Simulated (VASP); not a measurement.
**SnS2 (Berndtite-2T): band structure with SCAN0**

The system is SnS2 (Berndtite-2T).

```
Sn S
1.0
     3.63900    0.00000    0.00000
    -1.81950    3.15147    0.00000
     0.00000    0.00000    5.86800
Sn S
1 2
Cartesian
  0.0000 0.0000 0.0000
  1.8195 1.0505 4.4010
  0.0000 2.1010 1.4670
```

```
Program                            : VASP 6.6.1
Task                               : band structure
Functional                         : SCAN0
Potentials or basis                : VASP PAW PBE potentials, release 64 (Sn_d, S)
Cutoff                             : 520 eV
k mesh                             : 4 × 4 × 3
Occupations                        : fermi-dirac, width 0.05 eV
Spin                               : no spin polarisation
Grid for exact exchange (PRECFOCK) : Fast
Exchange at q = 0                  : truncated
Further INCAR settings             : ALGO = Normal; EDIFF = 1e-07
```

```json
{"Pressure": "-0.6 GPa", "Largest force": "0.448 eV/Å", "Band gap on the k mesh": "3.22 eV, indirect (least direct gap 3.78 eV)", "Band gap along the path": "3.21 eV, indirect (least direct gap 3.72 eV)"}
```

Forces in eV/Å, atoms in the order of the input:
```
Sn   0.000  0.000  0.000
S    0.000  0.000  0.448
S    0.000  0.000 -0.448
```

Stress tensor (GPa, compression positive):
```
-0.14  0.00  0.00
 0.00 -0.14  0.00
 0.00  0.00 -1.39
```

Levels at the corners of the path, in eV from the valence-band top:
```
point  band 10  band 11  band 12  band 13  band 14  band 15  band 16  band 17
    Γ    -0.75    -0.40    -0.40    -0.01     3.93     5.68     7.58     7.58
    M    -3.12    -2.89    -1.12    -0.31     3.47     6.54     7.91     8.31
    M    -3.12    -2.89    -1.12    -0.31     3.47     6.54     7.91     8.31
    K    -4.00    -3.61    -1.60    -1.60     3.83     9.34     9.35    10.07
    K    -4.00    -3.61    -1.60    -1.60     3.83     9.34     9.35    10.06
    Γ    -0.75    -0.40    -0.40    -0.01     3.93     5.68     7.58     7.58
    Γ    -0.75    -0.40    -0.40    -0.01     3.93     5.68     7.58     7.58
    A    -0.85    -0.85    -0.24    -0.24     5.18     5.78     7.27     7.27
    A    -0.85    -0.85    -0.24    -0.24     5.18     5.78     7.27     7.27
    L    -2.70    -2.02    -0.82    -0.71     3.27     6.70     7.61     8.44
    L    -2.70    -2.02    -0.82    -0.71     3.27     6.70     7.61     8.44
    H    -4.60    -4.04    -0.40    -0.40     5.08     7.46     7.46     9.39
    H    -4.60    -4.04    -0.40    -0.40     5.08     7.46     7.46     9.39
    A    -0.85    -0.85    -0.24    -0.24     5.18     5.78     7.27     7.27
    L    -2.70    -2.02    -0.82    -0.71     3.27     6.70     7.61     8.43
    M    -3.12    -2.89    -1.12    -0.31     3.47     6.54     7.91     8.31
    K    -4.00    -3.61    -1.60    -1.60     3.83     9.34     9.35    10.25
    H    -4.60    -4.04    -0.40    -0.40     5.08     7.46     7.46     9.39
```

Run time: 40 min on 1 thread of Intel(R) Xeon(R) Platinum 8259CL CPU @ 2.50GHz (Skylake/Cascade Lake) (shared host), peak memory 0.23 GiB.

Caveat: the k mesh is coarse (spacing up to 0.50 Å⁻¹), so the values aren't converged, least of all with exact exchange; the PAW data sets were made with another functional, which shifts forces and pressure a little; spin-orbit coupling is left out, which moves the levels of the heavy elements.
